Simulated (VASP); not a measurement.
A run of VASP 6.6.1:

The input INCAR:

```
SYSTEM = BAs
PREC = Accurate ; ENCUT = 600
EDIFF = 1E-6 ; ISMEAR = 0
SIGMA = 0.03 ; LREAL = .False.
LASPH = .True. ; NELM = 80
ALGO = Normal ; ISIF = 3
LWAVE = .False. ; LCHARG = .False.
GGA = PS ; IBRION = 2
NSW = 90 ; EDIFFG = -0.01
```

File KPOINTS:

```
Automatic mesh
0
Gamma
  10 10 10
  0 0 0
```

POSCAR

```
BAs
1.0
    0.0000000000      2.3885000000      2.3885000000
    2.3885000000      0.0000000000      2.3885000000
    2.3885000000      2.3885000000      0.0000000000
B As
1 1
Direct
    0.0000000000      0.0000000000      0.0000000000
    0.2500000000      0.2500000000      0.2500000000
```

Potentials or basis: VASP PAW PBE potentials, release 64 (B, As).

Launch:

```bash
$ cat potpaw_PBE.64/B/POTCAR potpaw_PBE.64/As/POTCAR > POTCAR
$ mpirun -np 1 vasp_std > vasp.out
```

Hardware: 1 thread of Intel(R) Xeon(R) Platinum 8375C CPU @ 2.90GHz (Ice Lake), with other jobs on the host.

Task: How long does it take, and how much memory?

Result: Run time: 8.4 s on 1 thread of Intel(R) Xeon(R) Platinum 8375C CPU @ 2.90GHz (Ice Lake) (shared host), peak memory 0.16 GiB. Counts: scf iterations 12, k points 47, ion steps 1.
